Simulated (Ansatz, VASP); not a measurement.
## One calculation of HgTe (Coloradoite), two programs

```
Hg Te
1.0
     0.00000    3.21450    3.21450
     3.21450    0.00000    3.21450
     3.21450    3.21450    0.00000
Hg Te
1 1
Direct
  0.00000 0.00000 0.00000
  0.75000 0.75000 0.75000
```

Alike in both runs: functional LDA; k mesh 5 × 5 × 5; occupations fermi-dirac, width 0.05 eV; non-collinear spin, spin-orbit coupling.

```csv
,VASP,Ansatz
version,VASP 6.6.1,Ansatz 0.2.0
potentials or method,"VASP PAW LDA potentials, release 64 (Hg, Te)",Ansatz PAW
plane-wave cutoff (eV),520,420
valence electrons in the cell,18,36
task,single point,band structure
```

```csv
,VASP,Ansatz,Ansatz less VASP
gap on the k mesh at the Fermi level (eV),none,none,-
pressure (GPa),0.3,-0.2,-0.47
net moment per atom (μB),0.00,0.00,0.000
```

A gap of «none» marks a metal or a gap that the smearing closes. The two sets of potentials don't hold the same shells in valence.

Caveats: the PAW data sets come from PBE, with cores solved anew for the run's functional, which leaves a small shift of forces and pressure (Ansatz).
